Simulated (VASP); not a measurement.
LiF (Griceite), 2 atoms in the cell. The structure is cubic, space group Fm-3m (No. 225). The conventional cell has a = 3.920 Å, b = 3.920 Å, c = 3.920 Å, α = 90.00°, β = 90.00°, γ = 90.00°. Li (site symmetry m-3m) is surrounded by 6 F at 1.96 Å. Around F (site symmetry m-3m) lie 6 Li at 1.96 Å.  The cell isn't the ideal one: a relaxed cell with its volume scaled by 0.96.

```yaml
Program: VASP 6.6.1
Task: relaxation of the atoms
Functional: r2SCAN
Potentials_or_basis: VASP PAW PBE potentials, release 64 (Li_sv, F)
Cutoff: 600 eV
k_mesh: 12 × 12 × 12
Occupations: gaussian, width 0.03 eV
Spin: no spin polarisation
Further_INCAR_settings: ALGO = Normal; EDIFF = 1e-07; IBRION = 2; EDIFFG = -0.01; NSW = 40
```

Potentials or basis: VASP PAW PBE potentials, release 64 (Li_sv, F).

The run is started by

```console
$ cat potpaw_PBE.64/Li_sv/POTCAR potpaw_PBE.64/F/POTCAR > POTCAR
$ mpirun -np 1 vasp_std > vasp.out
```

Hardware: 1 thread of AMD EPYC 7R13 Processor (Zen 3), on a shared host.

Question: Estimate the wall time of this run.

Answer: Wall time 66 s on 1 thread of AMD EPYC 7R13 Processor (Zen 3), on a shared host, peak memory 0.11 GiB. Counts: scf iterations 20, k points 72, ion steps 1.
